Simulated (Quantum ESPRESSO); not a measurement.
## Pt: phonons with PBEsol

Crystal: Pt.

```
CELL_PARAMETERS angstrom
0.00000 1.96090 1.96090
1.96090 0.00000 1.96090
1.96090 1.96090 0.00000
ATOMIC_POSITIONS crystal
Pt 0.00000 0.00000 0.00000
```

| Item | Value |
| --- | --- |
| Program | Quantum ESPRESSO 7.5 |
| Task | phonons |
| Functional | PBEsol |
| Potentials or basis | GBRV 1.5 PBEsol |
| Cutoff | 612 eV |
| Density cutoff | 4898 eV |
| k mesh | 12 × 12 × 12 |
| Occupations | methfessel-paxton, width 0.2 eV |
| Spin | no spin polarisation |
| Mixing beta | 0.5 |
| Most SCF iterations | 120 |
| SCF threshold | 2e-10 Ry |

```
Relaxed volume                              : 14.98 Å³/atom
Relaxed cell                                : a = 2.767 Å, b = 2.767 Å, c = 2.767 Å, α = 60.00°, β = 60.00°, γ = 60.00°
Space group after relaxing (to 0.05 Å)      : Fm-3m (No. 225)
Pressure after relaxing                     : 0.0 GPa
Band gap on the k mesh                      : none (metal or under the smearing width)
Highest phonon frequency at the q point run : 218 cm⁻¹
```

The path:
| step | energy change (eV) | largest force (eV/Å) | pressure (GPa) | volume (Å³) |
| --- | --- | --- | --- | --- |
| 1 | 0.0000 | 0.0000 | -1.90 | 15.08 |
| 2 | -0.0005 | 0.0000 | 0.94 | 14.93 |
| 3 | -0.0006 | 0.0000 | -0.01 | 14.98 |
| 4 | -0.0006 | 0.0000 | 0.01 | 14.98 |

Final structure:
```xyz
1
Lattice="0.0000 1.9566 1.9566 1.9566 0.0000 1.9566 1.9566 1.9566 0.0000" Properties=species:S:1:pos:R:3 pbc="T T T"
Pt    0.0000    0.0000    0.0000
```

Levels at points of the mesh, in eV from the Fermi level:
| k point | band 5 | band 6 | band 7 | band 8 | band 9 | band 10 | band 11 | band 12 |
| --- | --- | --- | --- | --- | --- | --- | --- | --- |
| (0.00, 0.00, 0.00) | -3.87 | -3.87 | -3.87 | -1.66 | -1.66 | 14.54 | 19.53 | 19.53 |
| (0.00, 0.00, -0.50) | -3.93 | -3.93 | -0.60 | 0.03 | 0.03 | 5.84 | 14.11 | 18.94 |
| (0.00, -0.50, -0.50) | -6.74 | 0.01 | 0.49 | 0.49 | 1.67 | 8.88 | 11.34 | 11.34 |

Phonon frequencies in cm⁻¹ (negative: imaginary):
| q point | frequencies |
| --- | --- |
| (0.375, 0.375, 0.750) | 166 189 218 |

Phonon modes at q = (0.375, 0.375, 0.750) in reciprocal lattice units:
```tsv
mode	symmetry	cm⁻¹
1	B_1	166
2	A_1	189
3	B_2	218
```

Run time: 7.6 min on 1 thread of Arm Neoverse V2, with other jobs on the host, peak memory 0.09 GiB.

Caveat: the q point doesn't lie on the k mesh, which can shift a metal's frequencies strongly unless the mesh is converged. Spin-orbit coupling is left out, which matters for the levels of Pt.
